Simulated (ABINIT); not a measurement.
# ZnSe (Stilleite) (F-43m) in ABINIT: notebook

One crystal, ZnSe (Stilleite), is run at these levels: RPBE, LDA-Teter; tasks: band structure.

Program: ABINIT 10.8.3 (patched build). These are calculated values, not measurements. Logs are shortened: lines on timing, memory, paths and dates and some standing lists are left out, and cuts for length are marked. The log counts tension as positive stress, the text compression.

**Experimental background.**

“Alloy Disordering Effects on the Thermal Conductivity and Energy Gap Temperature Dependence of Cd1−xZnxSe Ternary Crystals Grown by the Bridgman Method”, 2023, pmc:10253836 reports, for a bulk crystal of ZnSe at 300 K: band gap 2.695 ± 0.003 eV (an exciton energy, a little under the gap).

The results are compared with them further down.

### 1 Starting point

The structure is cubic, space group F-43m (No. 216). The conventional cell has a = 5.668 Å, b = 5.668 Å, c = 5.668 Å, α = 90.00°, β = 90.00°, γ = 90.00°. Se (site symmetry -43m) has 4 Zn at 2.45 Å as nearest neighbours. Zn (site symmetry -43m) has 4 Se at 2.45 Å as nearest neighbours.

### 2 Band structure, RPBE

The input, run.abi:

```
ndtset 2

pp_dirpath "./"
pseudos "Se.GGA_PBE-JTH.xml, Zn.GGA_PBE-JTH.xml"

acell 7.5732633804 7.5732633804 7.5732633804
rprim
     0.0000000000     0.7071067812     0.7071067812
     0.7071067812     0.0000000000     0.7071067812
     0.7071067812     0.7071067812     0.0000000000
ntypat 2
znucl 34 30
natom 2
typat 1 2
xred
     0.7500000000     0.7500000000     0.7500000000
     0.0000000000     0.0000000000     0.0000000000

ecut 20.0
pawecutdg 40.0

ixc 15

occopt 3
tsmear 0.05 eV

nstep 100

iomode 3
prtwf 0
prteig 0
prtebands 0
enunit 1
prtden1 1

kptopt1 1
ngkpt1 8 8 8
nshiftk1 1
shiftk1 0.0 0.0 0.0
nband1 13
tolvrs1 1.0e-9

iscf2 -2
getden2 1
nband2 17
nbdbuf2 2
tolwfr2 1.0e-12
kptopt2 -9
ndivsm2 6
prteig2 1
prtvol2 -3
kptbounds2
     0.0000000000     0.0000000000     0.0000000000
     0.5000000000     0.0000000000     0.5000000000
     0.5000000000     0.2500000000     0.7500000000
     0.3750000000     0.3750000000     0.7500000000
     0.0000000000     0.0000000000     0.0000000000
     0.5000000000     0.5000000000     0.5000000000
     0.6250000000     0.2500000000     0.6250000000
     0.5000000000     0.2500000000     0.7500000000
     0.5000000000     0.5000000000     0.5000000000
     0.3750000000     0.3750000000     0.7500000000
```

Potentials or basis: JTH PAW PBE v2.0.

On the command line:

```console
> abinit run.abi > log 2>&1
```

run.abo:

```text
.Version 10.8.3 of ABINIT
 DATASET    1 : space group F-4 3 m (#216); Bravais cF (face-center cubic)
================================================================================
 Values of the parameters that define the memory need for DATASET  1.
     intxc =       0    ionmov =       0      iscf =      17    lmnmax =      18
     lnmax =       6     mgfft =      32  mpssoang =       3    mqgrid =    3001
     natom =       2  nloc_mem =       2    nspden =       1   nspinor =       1
    nsppol =       1      nsym =      24    n1xccc =       1    ntypat =       2
    occopt =       3   xclevel =       2
       mpw =        1329          nfft =       32768          nkpt =          29
 PAW method is used; the additional fine FFT grid is defined by:
   mgfftf=        45    nfftf =     91125
================================================================================
================================================================================

 DATASET    2 : space group F-4 3 m (#216); Bravais cF (face-center cubic)
================================================================================
 Values of the parameters that define the memory need for DATASET  2.
     intxc =       0    ionmov =       0      iscf =      -2    lmnmax =      18
     lnmax =       6     mgfft =      32  mpssoang =       3    mqgrid =    3001
     natom =       2  nloc_mem =       2    nspden =       1   nspinor =       1
    nsppol =       1      nsym =      24    n1xccc =       1    ntypat =       2
    occopt =       3   xclevel =       2
       mpw =        1335          nfft =       32768          nkpt =         103
 PAW method is used; the additional fine FFT grid is defined by:
   mgfftf=        45    nfftf =     91125
================================================================================
================================================================================

--------------------------------------------------------------------------------
------------- Echo of variables that govern the present computation ------------
--------------------------------------------------------------------------------
 -outvars: echo values of preprocessed input variables --------
            acell      7.5732633804E+00  7.5732633804E+00  7.5732633804E+00 Bohr
              amu      7.89600000E+01  6.53900000E+01
             ecut      2.00000000E+01 Hartree
           enunit           1
           getden1          0
           getden2          1
             iscf1         17
             iscf2         -2
              ixc          15
           jdtset        1    2
           kptopt1          1
           kptopt2         -9
         kptrlatt        8    0    0      0    8    0      0    0    8
          kptrlen1     6.05861070E+01
          kptrlen2     3.00000000E+01
            natom           2
            nband1         13
            nband2         17
           nbdbuf1          0
           nbdbuf2          2
           ndtset           2
           ndivsm1          0
           ndivsm2          6
            ngfft          32      32      32
          ngfftdg          45      45      45
             nkpt1         29
             nkpt2        103
            nstep         100
             nsym          24
           ntypat           2
           occopt           3
        pawecutdg      4.00000000E+01 Hartree
         pawxcdev           0
        prtebands           0
           prteig1          0
           prteig2          1
           prtvol1          0
           prtvol2         -3
            prtwf           0
            rprim      0.0000000000E+00  7.0710678120E-01  7.0710678120E-01
                       7.0710678120E-01  0.0000000000E+00  7.0710678120E-01
                       7.0710678120E-01  7.0710678120E-01  0.0000000000E+00
           shiftk1     0.00000000E+00  0.00000000E+00  0.00000000E+00
           shiftk2     5.00000000E-01  5.00000000E-01  5.00000000E-01
          spgroup         216
           tolvrs1     1.00000000E-09
           tolvrs2     0.00000000E+00
           tolwfr1     0.00000000E+00
           tolwfr2     1.00000000E-12
           tsmear      1.83746611E-03 Hartree
            typat      1  2
           useylm           1
           xangst      4.2506999972E+00  4.2506999972E+00  4.2506999972E+00
                       0.0000000000E+00  0.0000000000E+00  0.0000000000E+00
            xcart      8.0326588381E+00  8.0326588381E+00  8.0326588381E+00
                       0.0000000000E+00  0.0000000000E+00  0.0000000000E+00
             xred      7.5000000000E-01  7.5000000000E-01  7.5000000000E-01
                       0.0000000000E+00  0.0000000000E+00  0.0000000000E+00
            znucl       34.00000   30.00000

================================================================================
[... 8 lines left out ...]
--- !DatasetInfo
iteration_state: {dtset: 1, }
[... 214 lines left out ...]
dimensions: {natom: 2, nkpt: 103, mband: 17, nsppol: 1, nspinor: 1, nspden: 1, mpw: 1335, }
cutoff_energies: {ecut:  20.0, pawecutdg:  40.0, }
electrons: {nelect:   1.80000000E+01, charge:   0.00000000E+00, occopt:   3.00000000E+00, tsmear:   1.83746611E-03, }
meta: {optdriver: 0, ionmov: 0, optcell: 0, iscf: -2, paral_kgb: 0, }
...

 mkfilename : getden/=0, take file _DEN from output of DATASET   1.

 Exchange-correlation functional for the present dataset will be:
  GGA: RPBE functional - ixc=15
  Hammer, L. B. Hansen, and J. K. Norskov, PRB 59, 7413 (1999)

 Real(R)+Recip(G) space primitive vectors, cartesian coordinates (Bohr,Bohr^-1):
 R(1)=  0.0000000  5.3551059  5.3551059  G(1)= -0.0933688  0.0933688  0.0933688
 R(2)=  5.3551059  0.0000000  5.3551059  G(2)=  0.0933688 -0.0933688  0.0933688
 R(3)=  5.3551059  5.3551059  0.0000000  G(3)=  0.0933688  0.0933688 -0.0933688
 Unit cell volume ucvol=  3.0713845E+02 bohr^3
 Angles (23,13,12)=  6.00000000E+01  6.00000000E+01  6.00000000E+01 degrees

 Coarse grid specifications (used for wave-functions):

 getcut: wavevector=  0.0000  0.0000  0.0000  ngfft=  32  32  32
         ecut(hartree)=     20.000   => boxcut(ratio)=   2.09888

 Fine grid specifications (used for densities):

 getcut: wavevector=  0.0000  0.0000  0.0000  ngfft=  45  45  45
         ecut(hartree)=     40.000   => boxcut(ratio)=   2.04068
--------------------------------------------------------------------------------

================================================================================
 Non-SCF case, kpt    1 (  0.00000  0.00000  0.00000), residuals and eigenvalues=
  6.74E-13  5.46E-13  1.76E-13  1.00E-13  3.66E-13  8.53E-13  7.22E-13  3.31E-13
  4.27E-13  7.67E-13  2.37E-13  3.59E-13  3.35E-13  5.56E-13  5.24E-13  2.37E-11
  6.04E-13
 -3.8678E-01 -1.4003E-01 -1.4003E-01 -1.4003E-01 -1.2634E-01 -1.2634E-01
  9.9067E-02  9.9067E-02  9.9067E-02  1.5239E-01  3.1465E-01  3.1465E-01
  3.1465E-01  4.7510E-01  5.2271E-01  5.2271E-01  5.8744E-01
 Non-SCF case, kpt    2 (  0.02941  0.00000  0.02941), residuals and eigenvalues=
  1.82E-13  8.54E-13  5.13E-13  1.34E-13  3.83E-13  3.39E-13  6.96E-13  3.57E-13
  4.17E-13  7.31E-13  2.45E-13  7.62E-13  8.45E-13  8.09E-13  4.55E-13  6.29E-11
  5.71E-05
[... 696 lines left out ...]
 Non-SCF case, kpt  102 (  0.38750  0.38750  0.72500), residuals and eigenvalues=
  1.73E-13  4.90E-13  3.98E-13  6.90E-13  5.63E-13  6.82E-13  7.45E-13  6.42E-13
  9.75E-13  9.76E-13  6.19E-13  7.59E-13  4.86E-13  8.28E-13  9.39E-13  3.07E-06
  2.00E-04
 -3.4951E-01 -1.3652E-01 -1.3263E-01 -1.2866E-01 -1.2559E-01 -1.1664E-01
 -7.2705E-02 -1.3399E-02  3.6742E-02  2.3809E-01  3.1845E-01  4.2382E-01
  4.3203E-01  4.5743E-01  5.3787E-01  6.7128E-01  7.1152E-01
 Non-SCF case, kpt  103 (  0.37500  0.37500  0.75000), residuals and eigenvalues=
  2.31E-13  7.83E-13  4.14E-13  8.49E-13  2.02E-13  1.74E-13  6.59E-13  4.76E-13
  5.68E-13  2.37E-13  2.10E-13  4.83E-13  2.95E-13  7.06E-13  2.60E-13  3.57E-07
  6.42E-04
 -3.4896E-01 -1.3665E-01 -1.3225E-01 -1.2903E-01 -1.2546E-01 -1.1644E-01
 -7.2798E-02 -1.2917E-02  3.3691E-02  2.3513E-01  3.0807E-01  4.3697E-01
  4.4287E-01  4.5602E-01  5.4481E-01  6.6998E-01  7.2688E-01

--- !ResultsGS
iteration_state: {dtset: 2, }
comment   : Summary of ground state results
lattice_vectors:
- [  0.0000000,   5.3551059,   5.3551059, ]
- [  5.3551059,   0.0000000,   5.3551059, ]
- [  5.3551059,   5.3551059,   0.0000000, ]
lattice_lengths: [   7.57326,    7.57326,    7.57326, ]
lattice_angles: [ 60.000,  60.000,  60.000, ] # degrees, (23, 13, 12)
lattice_volume:   3.0713845E+02
convergence: {deltae:  0.000E+00, res2:  0.000E+00, residm:  9.990E-13, diffor:  0.000E+00, }
etotal    :  -7.38452020E+01
entropy   :   0.00000000E+00
fermie    :   1.27004429E-01
cartesian_stress_tensor: null
pressure_GPa: null
xred      :
- [  7.5000E-01,   7.5000E-01,   7.5000E-01, Se]
- [  0.0000E+00,   0.0000E+00,   0.0000E+00, Zn]
cartesian_forces: null
force_length_stats: {min: null, max: null, mean: null, }
...

 Integrated electronic density in atomic spheres:
 ------------------------------------------------
 Atom  Sphere_radius  Integrated_density
    1        2.21132          4.03584711
    2        2.30770         10.76303178

================================================================================

 ----iterations are completed or convergence reached----

 Mean square residual over all n,k,spin=   52.600E-14; max=  99.901E-14
 reduced coordinates (array xred) for    2 atoms
       0.750000000000      0.750000000000      0.750000000000
       0.000000000000      0.000000000000      0.000000000000

 cartesian coordinates (angstrom) at end:
    1      4.25069999721944     4.25069999721944     4.25069999721944
    2      0.00000000000000     0.00000000000000     0.00000000000000
 length scales=  7.573263380400  7.573263380400  7.573263380400 bohr
              =  4.007598390355  4.007598390355  4.007598390355 angstroms
 Eigenvalues (   eV  ) for nkpt= 103  k points:
 kpt#   1, nband= 17, wtk=  1.00000, kpt=  0.0000  0.0000  0.0000 (reduced coord)
 -10.52494   -3.81039   -3.81039   -3.81039   -3.43796   -3.43796    2.69576    2.69576
   2.69576    4.14683    8.56203    8.56203    8.56203   12.92824   14.22361   14.22361
  15.98517
 kpt#   2, nband= 17, wtk=  1.00000, kpt=  0.0294  0.0000  0.0294 (reduced coord)
 -10.51733   -3.81072   -3.80848   -3.80848   -3.43852   -3.43740    2.56526    2.66947
   2.66947    4.28544    8.51067    8.60227    8.60227   13.00773   14.00998   14.23612
  16.03570
 kpt#   3, nband= 17, wtk=  1.00000, kpt=  0.0588  0.0000  0.0588 (reduced coord)
 -10.49466   -3.81214   -3.80334   -3.80334   -3.44048   -3.43610    2.26449    2.59276
   2.59276    4.60875    8.36781    8.72040    8.72040   13.21393   13.55811   14.27331
  16.10981
 kpt#   4, nband= 17, wtk=  1.00000, kpt=  0.0882  0.0000  0.0882 (reduced coord)
 -10.45740   -3.81421   -3.79488   -3.79488   -3.44371   -3.43392    1.90090    2.47266
   2.47266    5.00506    8.15948    8.90946    8.90946   12.94115   13.63688   14.33523
  16.26166
 kpt#   5, nband= 17, wtk=  1.00000, kpt=  0.1176  0.0000  0.1176 (reduced coord)
[... 381 lines left out ...]
   1.21529    6.64349    8.88133   10.94425   10.96753   12.98853   14.63836   17.25732
  18.25863
 kpt# 101, nband= 17, wtk=  1.00000, kpt=  0.4000  0.4000  0.7000 (reduced coord)
  -9.53567   -3.71258   -3.62290   -3.49290   -3.42014   -3.18882   -1.99946   -0.27461
   1.10085    6.56826    8.85751   11.13238   11.38071   12.69164   14.58515   17.93962
  18.67007
 kpt# 102, nband= 17, wtk=  1.00000, kpt=  0.3875  0.3875  0.7250 (reduced coord)
  -9.51058   -3.71483   -3.60903   -3.50113   -3.41756   -3.17407   -1.97840   -0.36460
   0.99981    6.47886    8.66549   11.53285   11.75602   12.44721   14.63609   18.26639
  19.36152
 kpt# 103, nband= 17, wtk=  1.00000, kpt=  0.3750  0.3750  0.7500 (reduced coord)
  -9.49565   -3.71843   -3.59881   -3.51095   -3.41383   -3.16846   -1.98095   -0.35150
   0.91678    6.39814    8.38300   11.89067   12.05110   12.40903   14.82501   18.23096
  19.77952

== END DATASET(S) ==============================================================
================================================================================

 -outvars: echo values of variables after computation  --------
            acell      7.5732633804E+00  7.5732633804E+00  7.5732633804E+00 Bohr
           etotal1    -7.3845201986E+01
            fcart1    -0.0000000000E+00 -0.0000000000E+00 -0.0000000000E+00
                      -0.0000000000E+00 -0.0000000000E+00 -0.0000000000E+00
            rprim      0.0000000000E+00  7.0710678120E-01  7.0710678120E-01
                       7.0710678120E-01  0.0000000000E+00  7.0710678120E-01
                       7.0710678120E-01  7.0710678120E-01  0.0000000000E+00
           strten1    -1.3687337080E-04 -1.3687337080E-04 -1.3687337080E-04
                       0.0000000000E+00  0.0000000000E+00  0.0000000000E+00
           xangst      4.2506999972E+00  4.2506999972E+00  4.2506999972E+00
                       0.0000000000E+00  0.0000000000E+00  0.0000000000E+00
             xred      7.5000000000E-01  7.5000000000E-01  7.5000000000E-01
                       0.0000000000E+00  0.0000000000E+00  0.0000000000E+00
 Calculation completed.
```

Run time: 1.7 min. Hardware: 1 thread of Arm Neoverse V1, shared host; peak memory 0.13 GiB.

Results:

| Property | Result |
| --- | --- |
| Free energy | -2009.4303 eV |
| Band gap on the k mesh | 1.45 eV, direct |
| Valence electrons inside the program's atomic spheres | Se 4.04; Zn 10.76 |

Levels at the corners of the path, in eV from the valence-band top:
| point | band 5 | band 6 | band 7 | band 8 | band 9 | band 10 | band 11 | band 12 | band 13 | band 14 |
| --- | --- | --- | --- | --- | --- | --- | --- | --- | --- | --- |
| Γ | -6.13 | -6.13 | 0.00 | 0.00 | 0.00 | 1.45 | 5.87 | 5.87 | 5.87 | 10.23 |
| X | -6.08 | -5.95 | -4.71 | -2.17 | -2.17 | 3.13 | 3.55 | 10.90 | 11.37 | 11.37 |
| W | -6.16 | -5.83 | -4.65 | -2.73 | -2.63 | 5.60 | 5.61 | 7.09 | 7.86 | 11.85 |
| K | -6.11 | -5.86 | -4.68 | -3.05 | -1.78 | 3.70 | 5.69 | 9.19 | 9.36 | 9.71 |
| Γ | -6.13 | -6.13 | 0.00 | 0.00 | 0.00 | 1.45 | 5.87 | 5.87 | 5.87 | 10.23 |
| L | -6.11 | -5.97 | -5.18 | -0.86 | -0.86 | 2.66 | 6.45 | 6.45 | 8.79 | 11.21 |
| U | -6.11 | -5.86 | -4.68 | -3.05 | -1.78 | 3.70 | 5.69 | 9.19 | 9.36 | 9.71 |
| W | -6.16 | -5.83 | -4.65 | -2.73 | -2.63 | 5.60 | 5.61 | 7.09 | 7.86 | 11.85 |
| L | -6.11 | -5.97 | -5.18 | -0.86 | -0.86 | 2.66 | 6.45 | 6.45 | 8.79 | 11.21 |
| K | -6.11 | -5.86 | -4.68 | -3.05 | -1.78 | 3.70 | 5.69 | 9.19 | 9.36 | 9.71 |

Caveat: the cutoff is too short for stress, so the log's stress isn't used; the PAW data sets were made with another functional, which shifts forces and pressure a little.

### 3 Band structure, LDA-Teter

run.abi: that of step 2 with these lines changed.

```diff
@@ -1,11 +1,14 @@
+# Datasets: ground state, then fixed potential
 ndtset 2
 
+# Pseudopotentials
 pp_dirpath "./"
-pseudos "Se.GGA_PBE-JTH.xml, Zn.GGA_PBE-JTH.xml"
+pseudos "Se.LDA_PW-JTH.xml, Zn.LDA_PW-JTH.xml"
 
-acell 7.5732633804 7.5732633804 7.5732633804
+# Structure
+acell 3*1.0
 rprim
-     0.0000000000     0.7071067812     0.7071067812
-     0.7071067812     0.0000000000     0.7071067812
-     0.7071067812     0.7071067812     0.0000000000
+     0.0000000000     5.3551058920     5.3551058920
+     5.3551058920     0.0000000000     5.3551058920
+     5.3551058920     5.3551058920     0.0000000000
 ntypat 2
@@ -18,2 +21,3 @@
 
+# Plane-wave basis
 ecut 20.0
@@ -21,4 +25,6 @@
 
-ixc 15
+# Exchange and correlation
+ixc 1
 
+# Bands and occupations
 occopt 3
@@ -26,4 +32,6 @@
 
+# SCF cycle
 nstep 100
 
+# Output
 iomode 3
@@ -32,5 +40,6 @@
 prtebands 0
-enunit 1
+enunit 2
 prtden1 1
 
+# Dataset 1
 kptopt1 1
@@ -42,2 +51,3 @@
 
+# Dataset 2: bands along G-X-W-K-G-L-U-W-L-K
 iscf2 -2
@@ -48,3 +58,3 @@
 kptopt2 -9
-ndivsm2 6
+ndivsm2 5
 prteig2 1
```

Potentials or basis: JTH PAW LDA v2.0.

On the command line:

```console
> abinit run.abi > log 2>&1
```

Wall time 87 s (1 thread of Arm Neoverse V1, shared host); peak memory 0.11 GiB.

Results (log left out):

* Free energy: -2020.3875 eV
* Band gap on the k mesh: 1.03 eV, direct
* Valence electrons inside the program's atomic spheres: Se 4.02; Zn 10.79

Levels at the corners of the path, in eV from the valence-band top:
```
point  band 7  band 8  band 9  band 10  band 11  band 12
    Γ    0.00    0.00    0.00     1.03     5.72     5.72
    X   -4.83   -2.20   -2.20     2.81     3.31    10.50
    W   -4.75   -2.80   -2.70     5.34     5.44     6.82
    K   -4.78   -3.13   -1.81     3.42     5.47     8.89
    Γ    0.00    0.00    0.00     1.03     5.72     5.72
    L   -5.29   -0.87   -0.87     2.35     6.30     6.30
    U   -4.78   -3.13   -1.81     3.42     5.47     8.89
    W   -4.75   -2.80   -2.70     5.34     5.44     6.82
    L   -5.29   -0.87   -0.87     2.35     6.30     6.30
    K   -4.78   -3.13   -1.81     3.42     5.47     8.89
```

Caveat: the cutoff is too short for stress, so the log's stress isn't used.

### 4 Comparison with measurements

Step 2. A measured gap of ZnSe is 2.695 eV (an exciton energy, a little under the gap; 300 K; “Alloy Disordering Effects on the Thermal Conductivity and Energy Gap Temperature Dependence of Cd1−xZnxSe Ternary Crystals Grown by the Bridgman Method”, 2023, pmc:10253836); the calculated 1.45 eV misses it by -1.24 eV. Spin-orbit coupling on Se is left out. The value is that of RPBE, without temperature or zero-point motion. Semilocal functionals fall short of measured gaps as a rule.

Step 3. Measured gap of ZnSe: 2.695 eV (an exciton energy, a little under the gap; 300 K; “Alloy Disordering Effects on the Thermal Conductivity and Energy Gap Temperature Dependence of Cd1−xZnxSe Ternary Crystals Grown by the Bridgman Method”, 2023, pmc:10253836). This calculation gives 1.03 eV (-1.66 eV). So large a miss can be the level of theory's own, or it may mean another phase, state or a wrong row. Spin-orbit coupling on Se is left out. The value is that of LDA-Teter, without temperature or zero-point motion. Semilocal functionals fall short of measured gaps as a rule.
